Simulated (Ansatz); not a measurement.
**Forms of ZnSn2N2: one energy to predict**

The calculation used DFT PBE, scalar-relativistic, plane waves, PAW (Ansatz). All cells share a 420 eV cutoff and Γ-centred k meshes spaced at most about 0.3 Å⁻¹ (about 0.25 or finer for metals, 2π included). No spin polarisation.

Temperature and zero-point effects are left out. Rows are sorted by volume; energies count from the lowest form computed. Coordination counts N atoms around Sn and Zn (those within 1.25 times the shortest such distance or 1.15 times the sum of covalent radii; a plus sign parts nearer from farther groups; the shortest distance is added where it is long for a bond; a slash parts the counts of unlike sites). The table shows 6 of 7 forms computed.

```tsv
row	form	source	atoms	coordination	V (Å³/atom)	gap on mesh (eV)	ΔE (meV/atom)
1	C2	invented	5	Zn 4, Sn 2	17.5	0	0
2	P-4m2	Materials Project	5	Zn 4, Sn 2	18.1	0	?
3	Pm	invented	10	Zn 1/3, Sn 3	18.7	0.22	65
4	P4mm	invented	5	Zn 1, Sn 4	18.8	0	395
5	P4/mmm	invented	5	Zn 8 from 3.6 Å, Sn 4	23.1	0	610
6	R-3m	invented	5	Zn 6+6 from 3.6 Å, Sn 7 from 3.2 Å	23.5	0	207
```

The cell of row 2:

```
Zn Sn N
1.0
     3.35018    0.00000    0.00000
     0.00000    3.35018    0.00000
     0.00000    0.00000    8.08363
Zn Sn N
1 2 2
Direct
  0.00000 0.00000 0.00000
  0.50000 0.50000 0.69591
  0.50000 0.50000 0.30409
  0.50000 0.00000 0.14427
  0.00000 0.50000 0.85573
```

**Question.** Estimate the missing energy, and say where the row ranks.

**Answer.** 30 meV/atom, which puts it above row 1 and below row 3. Counting N atoms around Sn and Zn, row 2 and the lowest form (row 1) both have Zn 4, Sn 2. Shaken at random and relaxed again, this cell falls into a cell with space group C2 (No. 5), 30 meV/atom lower and the lowest form computed, so it is a saddle point or a shallow minimum.

The lowest form is an invented cell; the lowest one relaxed from a database has space group P-4m2 (No. 115) and lies 30 meV/atom higher.

Kohn–Sham gaps at this level usually fall short of measured ones. The zero gap of C2, P-4m2, P4mm may come from the functional, which often closes small gaps. Cells without such a test can be saddle points. Some structure types and database cells were kept out of the candidates from the start, so a known form may be missing.
